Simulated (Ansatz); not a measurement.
## Al₂Pt: frozen-core PAW against all-electron methods

```xyz
3
Lattice="-0.0295 2.9402 2.9402 2.9402 -0.0295 2.9402 2.9402 2.9402 -0.0295" Properties=species:S:1:pos:R:3 pbc="T T T"
Al    1.4627    1.4627    1.4627
Al    4.3882    4.3882    4.3882
Pt    0.0000    0.0000    0.0000
```

Atoms are numbered in the order listed.

The cell comes from COD entry 9009032, which wasn't checked; take it as a given geometry. The listed cell was then made from it by scaling, straining or moving an atom.

Spin–orbit coupling is left out, though it moves levels of the heavy atoms by tenths of an eV or more.

Methods: DFT, LDA, PAW with Ansatz's default frozen-core files, scalar-relativistic (Ansatz 0.2.0); DFT, LDA, all-electron PAW with datasets made for the crystal, scalar-relativistic (Ansatz 0.2.0); DFT, LDA, all-electron LAPW, scalar-relativistic (Ansatz 0.2.0).

For PAW: a Γ-centred 12×12×12 k mesh, Fermi–Dirac smearing of 0.08 eV, cutoff 420 eV, no spin polarisation; the PAW files were made with PBE, and the program remakes their frozen cores for this functional. The crystal-made all-electron datasets (AE datasets) take a cutoff of 260 eV at this cell. LAPW targets a basis error of 1 meV/atom. The Ansatz runs share mesh, smearing and spin set-up. Plane-wave (PAW) pressures include the program's estimate of the Pulay term.

Stress and pressure are positive in compression.

The change that made this cell: equal xy, yz and zx engineering shear strains of -1 %.

| quantity | PAW | AE datasets | LAPW |
| --- | --- | --- | --- |
| pressure (GPa) | -3.89 | -3.88 | -3.88 |
| stress yz (GPa) | 0.88 | 0.88 | 0.88 |
| stress xz (GPa) | 0.88 | 0.88 | 0.88 |
| stress xy (GPa) | 0.88 | 0.88 | 0.88 |
| force on Al1, y (eV/Å) | 0.073 | 0.073 | 0.073 |

PAW's pressure differs from the LAPW value by about 0.01 GPa or less. Datasets made for the crystal and LAPW share parts of one code, so their agreement isn't an independent check.
